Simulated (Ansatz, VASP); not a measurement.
Given: the input of a run of Ansatz 0.2.0 on ZnS (Wurtzite-4H). 

input.yaml

```yaml
crystal:
  lattice:
    - [3.8227, 0.0, 0.0]
    - [-1.91135, 3.310555311, 0.0]
    - [0.0, 0.0, 12.52]
  atoms:
    - { symbol: Zn, position: [0.6666666667, 0.3333333333, 0.75] }
    - { symbol: Zn, position: [0.3333333333, 0.6666666667, 0.25] }
    - { symbol: Zn, position: [0.0, 0.0, 0.5] }
    - { symbol: Zn, position: [0.0, 0.0, 0.0] }
    - { symbol: S, position: [0.6666666667, 0.3333333333, 0.9375] }
    - { symbol: S, position: [0.3333333333, 0.6666666667, 0.4375] }
    - { symbol: S, position: [0.0, 0.0, 0.6875] }
    - { symbol: S, position: [0.0, 0.0, 0.1875] }
hamiltonian:
  xc: revpbe
  pseudopotentials: { kind: paw }
  dispersion: d4
kpoints:
  mp_grid: { grid: [8, 8, 3] }
scf:
  occupations: { method: fermi_dirac, width: 0.05 }
output:
  forces: true
  stress: true
relax:
  f_tol: 0.01
  max_steps: 40
  cell: { stress_tol: 0.05 }
```

Potentials or basis: Ansatz PAW.

Run with:

```bash
$ ansatz run input.yaml --threads 4 --pin off --max-ram 11264MiB --backend cpu --events-out ev --progress --plain --runs-dir out
```

Task: What does the same run look like in VASP 6.6.1? Potentials or basis there: PBE PAW files S, Zn, 600 eV.

Result: As run (cutoffs and basis follow the program's own potentials, and thresholds, step limits or extra output files can differ):

INCAR

```
  PREC = Accurate
  ENCUT = 600
  EDIFF = 1E-6
  ISMEAR = -1
  SIGMA = 0.05
  LREAL = F
  LASPH = T
  NELM = 80
  ALGO = Normal
  ISIF = 3
  LWAVE = F
  LCHARG = F
  GGA = RE
  IVDW = 13
  IBRION = 2
  NSW = 40
  EDIFFG = -0.02
```

File KPOINTS:

```
Automatic mesh
0
Gamma
  8 8 3
```

POSCAR

```
ZnS
1.0
    3.8227000000      0.0000000000      0.0000000000
   -1.9113500000      3.3105553110      0.0000000000
    0.0000000000      0.0000000000     12.5200000000
Zn S
4 4
Direct
    0.6666666667      0.3333333333      0.7500000000
    0.3333333333      0.6666666667      0.2500000000
    0.0000000000      0.0000000000      0.5000000000
    0.0000000000      0.0000000000      0.0000000000
    0.6666666667      0.3333333333      0.9375000000
    0.3333333333      0.6666666667      0.4375000000
    0.0000000000      0.0000000000      0.6875000000
    0.0000000000      0.0000000000      0.1875000000
```

Potentials or basis: VASP PAW PBE potentials, release 64 (Zn, S).

Run with:

```console
$ cat potpaw_PBE.64/Zn/POTCAR potpaw_PBE.64/S/POTCAR > POTCAR
$ mpirun -np 1 vasp_std > vasp.out
```

Both were run:

|  | Ansatz | VASP |
| --- | --- | --- |
| Relaxed volume | 19.23 Å³/atom | 19.28 Å³/atom |
| Relaxed cell | a = 3.785 Å, b = 3.785 Å, c = 12.402 Å, α = 90.00°, β = 90.00°, γ = 120.00° | a = 3.789 Å, b = 3.789 Å, c = 12.404 Å, α = 90.00°, β = 90.00°, γ = 120.00° |
| Space group after relaxing | P6_3mc (No. 186) | P6_3mc (No. 186) |
| Pressure after relaxing | 0.0 GPa | 0.0 GPa |

Ansatz's pressure holds a Pulay term of +0.08 GPa for its cutoff of 420 eV, which the other run lacks.

Ansatz's potentials were made for PBE. VASP's potentials were made for PBE.

Where Ansatz's input types no cutoff or centring, it takes its own default and a Γ-centred mesh.

Pressure is positive in compression.
